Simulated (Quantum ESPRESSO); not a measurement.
Mo in Quantum ESPRESSO: the effect of functional

The system is Mo.

```
Mo
1.0
    -1.58381    1.58381    1.58381
     1.58381   -1.58381    1.58381
     1.58381    1.58381   -1.58381
Mo
1
Direct
  0.00000 0.00000 0.00000
```

Alike in all runs:

| Item | Value |
| --- | --- |
| Program | Quantum ESPRESSO 7.5 |
| Task | phonons |
| Cutoff | 1088 eV |
| Density cutoff | 4354 eV |
| k mesh | 8 × 8 × 8 |
| Occupations | cold, width 0.2 eV |
| Spin | no spin polarisation |

Each run relaxes the cell or the atoms first.

Task: One run gave: relaxed volume 15.85 Å³/atom; highest phonon frequency 263 cm⁻¹. Which functional did it use?
A. AM05
B. vdW-DF-cx
C. WC
D. PBE
E. PBEsol

Result: D.

| functional | potentials or basis | relaxed volume (Å³/atom) | highest phonon frequency (cm⁻¹) |
| --- | --- | --- | --- |
| LDA | PseudoDojo 0.4.1 SR LDA standard | 15.10 | 275 |
| PBE | PseudoDojo 0.4.1 SR PBE standard | 15.85 | 263 |
| PBEsol | PseudoDojo 0.4.1 SR PBEsol standard | 15.38 | 272 |
| AM05 | PseudoDojo 0.4.1 SR PBE standard | 15.34 | 275 |
| RPBE | PseudoDojo 0.4.1 SR PBE standard | 16.05 | 259 |
| WC | PseudoDojo 0.4.1 SR PBE standard | 15.49 | 270 |
| vdW-DF-cx | PseudoDojo 0.4.1 SR PBE standard | 15.45 | 272 |

Caveats: the mesh is thin for the phonons of a metal; the potentials were made for another functional, which shifts forces and pressure (some runs).
